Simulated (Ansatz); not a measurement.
## In: from a trial structure to a relaxed crystal

The calculation used DFT r2SCAN, scalar-relativistic, plane waves, PAW (Ansatz 0.2.0). Cutoff 500 eV, Γ-centred k mesh, Gaussian smearing, no spin polarisation in the final step.

The start puts In on the black phosphorus structure type (Cmce, No. 64), at a guessed volume.

```
In
1.0
     1.87342   -5.94288    0.00000
     1.87342    5.94288    0.00000
     0.00000    0.00000    4.95806
In
4
Direct
  0.09800 0.90200 0.91000
  0.59800 0.40200 0.59000
  0.90200 0.09800 0.09000
  0.40200 0.59800 0.41000
```

Cell and atoms relax at zero pressure; the relaxation can't lower the symmetry of the start. After a coarse first stage the cell is made exact in the group found at 0.06 Å.

(1) What does it relax into?

(2) What are its volume, density and gap?

## Answers

(1) It ends in I4/mmm (No. 139). Conventional cell: a = 3.116 Å, c = 11.251 Å. In has 5 In at 3.07–3.12 Å and 4 In at 3.37 Å.

Space group I4/mmm (No. 139). a = 3.116 Å, b = 3.116 Å, c = 11.251 Å, α = 90.00°, β = 90.00°, γ = 90.00°
```csv
atom,site,symmetry,x,y,z
In,4e,4mm,0.5000,0.5000,0.3635
```

(2) The volume per atom is 27.31 Å³. The density is 6.98 g/cm³. The gap on the 18×18×18 mesh is 0 eV (a metal).

The final run used a 18×18×18 mesh on its 2-atom cell and 0.10 eV smearing. Symmetry constrained the relaxation, so the result can be a saddle point.